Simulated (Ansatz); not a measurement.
Li$_{2}$O (anti-fluorite)

```
CELL_PARAMETERS angstrom
      0.00000     4.62614     4.62614
      2.31307     0.00000     2.31307
      2.31307     2.31307     0.00000
ATOMIC_POSITIONS crystal
  O  0.00000 0.00000 0.00000
  O  0.50000 0.00000 0.00000
  Li 0.12500 0.25000 0.25000
  Li 0.62500 0.25000 0.25000
  Li 0.37500 0.75000 0.75000
  Li 0.87500 0.75000 0.75000
```

The atoms are displaced by Q × the pattern below (from a DFPT mode at L = (0.5, 0.0, 0.0), largest move 1; Q in Å), at fixed cell. It is one choice among 2 degenerate patterns. (q is in reciprocal vectors of the primitive cell; the cell shown is doubled to hold the pattern.)

```json
[
 {"atom": "O1", "x": "0.285", "y": "-0.520", "z": "0.805"},
 {"atom": "O2", "x": "-0.285", "y": "0.520", "z": "-0.805"},
 {"atom": "Li3", "x": "0.130", "y": "-0.236", "z": "0.366"},
 {"atom": "Li4", "x": "-0.130", "y": "0.236", "z": "-0.366"},
 {"atom": "Li5", "x": "-0.130", "y": "0.236", "z": "-0.366"},
 {"atom": "Li6", "x": "0.130", "y": "-0.236", "z": "0.366"}
]
```

Computed with PBE (plane waves to 420 eV, PAW, scalar-relativistic; Ansatz, an electronic-structure program). k mesh 6×12×12 (Γ-centred), Fermi-Dirac smearing 0.05 eV. E stands for the smeared free energy. Li2O was relaxed with its symmetry unable to fall. The zero of ΔE is the undisplaced structure.

```csv
Q (Å),ΔE (meV/cell)
-0.180,169.2
-0.150,117.7
-0.120,75.4
-0.090,withheld
-0.060,18.9
-0.030,4.7
0.000,0.0
0.030,4.7
0.060,18.9
0.090,withheld
0.120,75.4
0.150,117.7
0.180,169.2
```

Task: Fit an even polynomial form (powers 2, 4) to the given rows and predict ΔE at Q = -0.090.

Result: Least squares on the 11 given rows: ΔE = (5249)·Q² + (-823.2)·Q⁴, in meV/cell with Q in Å; root-mean-square residual 0.01 meV/cell. At -0.090 the fit gives 42.5 meV/cell; the calculation gives 42.4 meV/cell, so the interpolation is off by 0.1 (+0.2 %). The quadratic term alone would give 42.5 meV/cell.

(A displaced cell: forces are minus the slopes of the energy, force constants its curvatures, and phonons follow from these.)
